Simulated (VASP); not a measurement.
# Ge (Fd-3m) in VASP: further runs

One crystal, Ge, is run at these levels: LDA; tasks: relaxation of cell and atoms, single point.

Program: VASP 6.6.1. These are calculated values, not measurements. Logs are shortened: lines on timing, memory, paths and dates and some standing lists are left out, and cuts for length are marked.

**Measured values to compare with.**

From “Electronic and optical properties of SixGe1-x-ySny alloys lattice-matched to Ge”, 2021, arxiv:2109.02782, for a bulk crystal of Ge at 300 K: band gap 0.807 eV (direct).

How close the calculation comes is told below.

## 1. The structure

It takes space group Fd-3m (No. 227, cubic). The conventional cell has a = 5.658 Å, b = 5.658 Å, c = 5.658 Å, α = 90.00°, β = 90.00°, γ = 90.00°. Around Ge (site symmetry -43m) lie 4 Ge at 2.45 Å.

## 2. Relaxation of cell and atoms, LDA

INCAR reads:

```
  PREC = Accurate
  ENCUT = 520
  EDIFF = 1E-7
  ISMEAR = 0
  SIGMA = 0.02
  LREAL = F
  LASPH = T
  NELM = 100
  ALGO = Normal
  ISIF = 3
  LWAVE = F
  LCHARG = F
  GGA = CA
  IBRION = 2
  NSW = 80
  EDIFFG = -0.002
```

KPOINTS reads:

```
Automatic mesh
0
Gamma
  10 10 10
```

POSCAR reads:

```
Ge
1.0
    0.0000000000      2.8289100000      2.8289100000
    2.8289100000      0.0000000000      2.8289100000
    2.8289100000      2.8289100000      0.0000000000
Ge
2
Direct
    0.0000000000      0.0000000000      0.0000000000
    0.2500000000      0.2500000000      0.2500000000
```

Potentials or basis: VASP PAW LDA potentials, release 64 (Ge_d).

The run is started by

```sh
$ cat potpaw_LDA.64/Ge_d/POTCAR > POTCAR
$ mpirun -np 1 vasp_std > vasp.out
```

OUTCAR:

```text
PREC = Accurate
   ENCUT = 520
   EDIFF = 1E-7
   ISMEAR = 0
   LREAL = F
   LASPH = T
   NELM = 100
   ISIF = 3
   GGA = CA
   IBRION = 2
   NSW = 80
   EDIFFG = -0.002

 ion  position               nearest neighbor table
   1  0.000  0.000  0.000-   2 2.45   2 2.45   2 2.45   2 2.45
   2  0.250  0.250  0.250-   1 2.45   1 2.45   1 2.45   1 2.45

  LATTYP: Found a face centered cubic cell.
 ALAT       =     5.6578200000

  Lattice vectors:

 A1 = (   0.0000000000,   2.8289100000,   2.8289100000)
 A2 = (   2.8289100000,   0.0000000000,   2.8289100000)
 A3 = (   2.8289100000,   2.8289100000,   0.0000000000)

Analysis of symmetry for initial positions (statically):
=====================================================================
 Subroutine PRICEL returns:
 Original cell was already a primitive cell.

 Routine SETGRP: Setting up the symmetry group for a
 face centered cubic supercell.

 Subroutine GETGRP returns: Found 48 space group operations
 (whereof 24 operations were pure point group operations)
 out of a pool of 48 trial point group operations.

The static configuration has the point symmetry T_d .
 The point group associated with its full space group is O_h .

Analysis of symmetry for dynamics (positions and initial velocities):
=====================================================================
 Subroutine PRICEL returns:
 Original cell was already a primitive cell.

 Routine SETGRP: Setting up the symmetry group for a
 face centered cubic supercell.

 Subroutine GETGRP returns: Found 48 space group operations
 (whereof 24 operations were pure point group operations)
 out of a pool of 48 trial point group operations.

The dynamic configuration has the point symmetry T_d .
 The point group associated with its full space group is O_h .

 Subroutine INISYM returns: Found 48 space group operations
 (whereof 24 operations are pure point group operations),
 and found     1 'primitive' translations

----------------------------------------------------------------------------------------

                                     Primitive cell

  volume of cell :      45.2780

  direct lattice vectors                    reciprocal lattice vectors
     0.000000000  2.828910000  2.828910000    -0.176746521  0.176746521  0.176746521
     2.828910000  0.000000000  2.828910000     0.176746521 -0.176746521  0.176746521
     2.828910000  2.828910000  0.000000000     0.176746521  0.176746521 -0.176746521

  length of vectors
     4.000682889  4.000682889  4.000682889     0.306133954  0.306133954  0.306133954

  position of ions in fractional coordinates (direct lattice)
     0.000000000  0.000000000  0.000000000
     0.250000000  0.250000000  0.250000000

  ion indices of the primitive-cell ions
   primitive index   ion index
                 1           1
                 2           2

----------------------------------------------------------------------------------------

 KPOINTS: Automatic mesh

Automatic generation of k-mesh.
 Grid dimensions read from file:
 generate k-points for:   10   10   10

 Generating k-lattice:

  Cartesian coordinates                     Fractional coordinates (reciprocal lattice)
    -0.017674652  0.017674652  0.017674652     0.100000000  0.000000000  0.000000000
     0.017674652 -0.017674652  0.017674652     0.000000000  0.100000000  0.000000000
     0.017674652  0.017674652 -0.017674652     0.000000000  0.000000000  0.100000000

  Length of vectors
     0.030613395  0.030613395  0.030613395

  Shift w.r.t. Gamma in fractional coordinates (k-lattice)
     0.000000000  0.000000000  0.000000000

 Subroutine IBZKPT returns following result:
 ===========================================

 Found     47 irreducible k-points:

 Following reciprocal coordinates:
            Coordinates               Weight
  0.000000  0.000000  0.000000      1.000000
  0.100000  0.000000  0.000000      8.000000
  0.200000  0.000000  0.000000      8.000000
  0.300000  0.000000  0.000000      8.000000
  0.400000  0.000000  0.000000      8.000000
  0.500000  0.000000  0.000000      4.000000
[... 16 lines left out ...]
  0.300000  0.300000  0.000000      6.000000
  0.400000  0.300000  0.000000     24.000000
 [... further k-points ...]
   k-points           NKPTS =     47   k-points in BZ     NKDIM =     47   number of bands    NBANDS=     18
   number of dos      NEDOS =    301   number of ions     NIONS =      2
   total plane-waves  NPLWV =  27000
   dimension x,y,z NGX =    30 NGY =   30 NGZ =   30
   dimension x,y,z NGXF=    60 NGYF=   60 NGZF=   60
   ions per type =               2
   NGX,Y,Z   is equivalent  to a cutoff of  12.47, 12.47, 12.47 a.u.
   NGXF,Y,Z  is equivalent  to a cutoff of  24.93, 24.93, 24.93 a.u.
 SYSTEM =  unknown system
   PREC   = accura    normal or accurate (medium, high low for compatibility)
   ISTART =      0    job   : 0-new  1-cont  2-samecut
   ICHARG =      2    charge: 1-file 2-atom 10-const
   ISPIN  =      1    spin polarized calculation?
   LNONCOLLINEAR =      F non collinear calculations
   LSORBIT =      F    spin-orbit coupling
   LASPH  =      T    aspherical Exc in radial PAW
   ENCUT  =  520.0 eV  38.22 Ry    6.18 a.u.   7.44  7.44  7.44*2*pi/ulx,y,z
   NELM   =    100;   NELMIN=  2; NELMDL= -5     # of ELM steps
   EDIFF  = 0.1E-06   stopping-criterion for ELM
   LREAL  =      F    real-space projection
   EDIFFG = -.2E-02   stopping-criterion for IOM
   NSW    =     80    number of steps for IOM
   IBRION =      2    ionic relax: 0-MD 1-quasi-New 2-CG
   NFREE  =      1    steps in history (QN), initial steepest desc. (CG)
   ISIF   =      3    stress and relaxation
   ISYM   =      2    0-nonsym 1-usesym 2-fastsym
   POTIM  = 0.5000    time-step for ionic-motion
   TEBEG  =    0.0;   TEEND  =   0.0 temperature during run
   PSTRESS=    0.0 pullay stress
   NELECT =      28.0000    total number of electrons
   NUPDOWN=      -1.0000    fix difference up-down
   EMIN   =  10.00;   EMAX   =-10.00  energy-range for DOS
   EFERMI =   0.00;   METHOD = LEGACY
   ISMEAR =     0;   SIGMA  =   0.02  broadening in eV -4-tet -1-fermi 0-gaus
   EFERMI_NEDOS =   21; number of points for ismear=-14 and -15
   IALGO  =     38    algorithm
   IMIX   =      4    mixing-type and parameters
     AMIX     =   0.40;   BMIX     =  1.00
     AMIX_MAG =   1.60;   BMIX_MAG =  1.00
  volume/ion in A,a.u.               =      22.64       152.78
  Fermi-wavevector in a.u.,A,eV,Ry     =   1.394756  2.635708 26.468033  1.945346
  Thomas-Fermi vector in A             =   2.518275
   LORBIT       =      0    0 simple, 1 ext, 2 COOP (PROOUT), +10 PAW based schemes
   GGA     = CA    functional components
   LHFCALC =     F    Hartree Fock is set to
   AEXX    =    0.0000 exact exchange contribution
   IVDW    =     0    specifies the selected vdW correction
   LEPSILON=     F    determine dielectric tensor
   LRPA    =     F    only Hartree local field effects (RPA)
 conjugate gradient relaxation of ions
 non-spin polarized calculation
 Gauss-broadening in eV      SIGMA  =   0.02
  energy-cutoff  :      520.00
  volume of cell :       45.28
 maximum number of plane-waves:      1243
 NGX is ok and might be reduce to    30
   NGX = 15   NGY = 15   NGZ = 15

--------------------------------------- Ionic step        1  -------------------------------------------

 number of electron      28.0000022 magnetization

 Free energy of the ion-electron system (eV)
  ---------------------------------------------------
  ext. energy  EPLUGINS =         0.00000000
  ---------------------------------------------------
  free energy    TOTEN  =       -10.38581778 eV

  energy without entropy =      -10.38578692  energy(sigma->0) =      -10.38580235

------------------------ aborting loop because EDIFF is reached ----------------------------------------

  FORCE on cell =-STRESS in cart. coord.  units (eV):
  Direction    XX          YY          ZZ          XY          YZ          ZX
  --------------------------------------------------------------------------------------
  -------------------------------------------------------------------------------------
  Total       -0.3436718     -0.3436718     -0.3436718     -0.0000000      0.0000000      0.0000000
  in kB      -12.1609374    -12.1609374    -12.1609374     -0.0000000      0.0000000      0.0000000
  external PRESSURE =     -12.1609374 kB  Pullay stress =       0.0000000 kB
[... 89 lines left out ...]
  FREE ENERGIE OF THE ION-ELECTRON SYSTEM (eV)
  ---------------------------------------------------
  free  energy   TOTEN  =       -10.3887804747 eV

  energy  without entropy=      -10.3887493529  energy(sigma->0) =      -10.38876491

[... ionic steps 4 to 12 ...]

--------------------------------------- Ionic step       13  -------------------------------------------

 number of electron      28.0000032 magnetization

------------------------ aborting loop because EDIFF is reached ----------------------------------------

  FORCE on cell =-STRESS in cart. coord.  units (eV):
  Direction    XX          YY          ZZ          XY          YZ          ZX
  --------------------------------------------------------------------------------------
  -------------------------------------------------------------------------------------
  Total       -0.0064656     -0.0064656     -0.0064656      0.0000000      0.0000000     -0.0000000
  in kB       -0.2327737     -0.2327737     -0.2327737      0.0000000      0.0000000     -0.0000000
  external PRESSURE =      -0.2327737 kB  Pullay stress =       0.0000000 kB
[... 57 lines left out ...]
  energy  without entropy=      -10.3887476264  energy(sigma->0) =      -10.38876367

--------------------------------------- Ionic step       15  -------------------------------------------

 number of electron      28.0000032 magnetization

 Free energy of the ion-electron system (eV)
  ---------------------------------------------------
  ext. energy  EPLUGINS =         0.00000000
  ---------------------------------------------------
  free energy    TOTEN  =       -10.38877992 eV

  energy without entropy =      -10.38874801  energy(sigma->0) =      -10.38876397

 E-fermi :   4.9085     XC(G=0): -10.3701

 val. band max:        4.8944748798   @ k =   0.0000   0.0000   0.0000
 cond. band min:       4.9092648549   @ k =   0.0000   0.0000   0.0000
 fundamental gap:      0.0147899751
 Fermi energy:         4.9085445832

 k-point     1 :       0.0000    0.0000    0.0000
  band No.  band energies     occupation
      1     -20.0702      2.00000
      2     -20.0702      2.00000
      3     -20.0702      2.00000
      4     -20.0321      2.00000
      5     -20.0321      2.00000
      6     -19.8119      2.00000
[... 10 lines left out ...]
     17       7.4289      0.00000
     18       7.4289      0.00000
[... 466 lines left out ...]
      2     -20.0993      2.00000
      3     -20.0536      2.00000
      4     -19.9659      2.00000
      5     -19.9452      2.00000
      6     -19.9202      2.00000
[... 10 lines left out ...]
     17      11.5952      0.00000
     18      12.1577      0.00000

 [... further k-points ...]

------------------------ aborting loop because EDIFF is reached ----------------------------------------

  FORCE on cell =-STRESS in cart. coord.  units (eV):
  Direction    XX          YY          ZZ          XY          YZ          ZX
  --------------------------------------------------------------------------------------
  -------------------------------------------------------------------------------------
  Total       -0.0029869     -0.0029869     -0.0029869      0.0000000      0.0000000      0.0000000
  in kB       -0.1075418     -0.1075418     -0.1075418      0.0000000      0.0000000      0.0000000
  external PRESSURE =      -0.1075418 kB  Pullay stress =       0.0000000 kB
[... 17 lines left out ...]
  FREE ENERGIE OF THE ION-ELECTRON SYSTEM (eV)
  ---------------------------------------------------
  free  energy   TOTEN  =       -10.3887799198 eV

  energy  without entropy=      -10.3887480136  energy(sigma->0) =      -10.38876397

 reached required accuracy - stopping structural energy minimisation
```

Run time: 2.6 min. Hardware: 1 thread of Intel Xeon Platinum 8259CL at 2.50GHz (Skylake/Cascade Lake), shared host; peak memory 0.16 GiB.

Results:

```yaml
Free_energy: -10.3888 eV
Relaxed_volume: 22.25 Å³/atom
Relaxed_cell: a = 3.978 Å, b = 3.978 Å, c = 3.978 Å, α = 60.00°, β = 60.00°, γ = 60.00°
Space_group_after_relaxing_to_0.05_Å: Fd-3m (No. 227)
Energy_gained_by_relaxing: 1.5 meV/atom
Ionic_steps: 15
Pressure_after_relaxing: 0.0 GPa
Band_gap_on_the_k_mesh: 0.01 eV, direct
```

The path:
```
step  energy change (eV)  largest force (eV/Å)  pressure (GPa)  volume (Å³)
   1              0.0000                0.0000           -1.22        45.28
   2             -0.0024                0.0000            0.53        44.16
   3             -0.0030                0.0000            0.03        44.49
   4             -0.0030                0.0000           -0.06        44.51
   5             -0.0030                0.0000           -0.03        44.51
   6             -0.0030                0.0000           -0.02        44.50
   7             -0.0030                0.0000           -0.04        44.50
   8             -0.0030                0.0000            0.04        44.50
   9             -0.0030                0.0000           -0.06        44.50
  10             -0.0030                0.0000           -0.04        44.50
  11             -0.0030                0.0000           -0.02        44.50
  12             -0.0030                0.0000           -0.02        44.50
  13             -0.0030                0.0000           -0.02        44.50
  14             -0.0030                0.0000           -0.03        44.50
  15             -0.0030                0.0000           -0.01        44.50
```

Final structure:
```cif
data_structure
_symmetry_space_group_name_H-M 'P 1'
_symmetry_Int_Tables_number 1
_cell_length_a 3.9776
_cell_length_b 3.9776
_cell_length_c 3.9776
_cell_angle_alpha 60.000
_cell_angle_beta 60.000
_cell_angle_gamma 60.000
_cell_volume 44.50
loop_
_atom_site_label
_atom_site_type_symbol
_atom_site_fract_x
_atom_site_fract_y
_atom_site_fract_z
_atom_site_occupancy
Ge1 Ge 0.00000 0.00000 0.00000 1
Ge2 Ge 0.25000 0.25000 0.25000 1
```

Levels at points of the mesh, in eV from the valence-band top:
| k point | band 10 | band 11 | band 12 | band 13 | band 14 | band 15 | band 16 | band 17 | band 18 |
| --- | --- | --- | --- | --- | --- | --- | --- | --- | --- |
| (0.00, 0.00, 0.00) | -24.69 | -12.94 | 0.00 | 0.00 | 0.00 | 0.01 | 2.53 | 2.53 | 2.53 |
| (0.50, 0.00, 0.00) | -24.66 | -10.81 | -7.72 | -1.43 | -1.43 | 0.12 | 3.73 | 3.73 | 6.98 |
| (0.50, 0.50, 0.00) | -24.65 | -8.99 | -8.99 | -3.14 | -3.14 | 0.64 | 0.64 | 9.55 | 9.55 |

A k mesh can miss the band edges. Expect the measured gap to be larger: semilocal functionals such as LDA lack the derivative discontinuity.

## 3. Relaxation of cell and atoms, LDA

This run uses another cell than the first one, of 22.25 Å³/atom, 0.983 times its volume.

INCAR is that of step 2.

KPOINTS is that of step 2.

POSCAR reads:

```
Ge                                      
1.0
   -0.0000000000      2.8126148296      2.8126148296
    2.8126148296      0.0000000000      2.8126148296
    2.8126148296      2.8126148296      0.0000000000
  Ge            
     2
Direct
     0.0000000000000000    0.0000000000000000    0.0000000000000000
     0.2500000000000000    0.2500000000000000    0.2500000000000000
```

Potentials or basis: VASP PAW LDA potentials, release 64 (Ge_d).

The run is started by

```sh
$ cat potpaw_LDA.64/Ge_d/POTCAR > POTCAR
$ mpirun -np 1 vasp_std > vasp.out
```

Wall time 78 s (1 thread of Intel Xeon Platinum 8259CL at 2.50GHz (Skylake/Cascade Lake), shared host); peak memory 0.16 GiB.

It converged, with:

```
Free energy                            : -10.3886 eV
Relaxed volume                         : 22.24 Å³/atom
Relaxed cell                           : a = 3.977 Å, b = 3.977 Å, c = 3.977 Å, α = 60.00°, β = 60.00°, γ = 60.00°
Space group after relaxing (to 0.05 Å) : Fd-3m (No. 227)
Energy gained by relaxing              : 0.0 meV/atom
Ionic steps                            : 5
Pressure after relaxing                : 0.0 GPa
Band gap on the k mesh                 : 0.02 eV, direct
```

Final structure:
```xyz
2
Lattice="0.0000 2.8122 2.8122 2.8122 0.0000 2.8122 2.8122 2.8122 0.0000" Properties=species:S:1:pos:R:3 pbc="T T T"
Ge    0.0000    0.0000    0.0000
Ge    1.4061    1.4061    1.4061
```

Levels at points of the mesh, in eV from the valence-band top:
```csv
k point,band 11,band 12,band 13,band 14,band 15,band 16,band 17,band 18
"(0.00, 0.00, 0.00)",-12.94,0.00,0.00,0.00,0.02,2.53,2.53,2.53
"(0.50, 0.00, 0.00)",-10.81,-7.72,-1.43,-1.43,0.12,3.73,3.73,6.98
"(0.50, 0.50, 0.00)",-8.99,-8.99,-3.14,-3.14,0.64,0.64,9.56,9.56
```

[end of part 1 of 2]
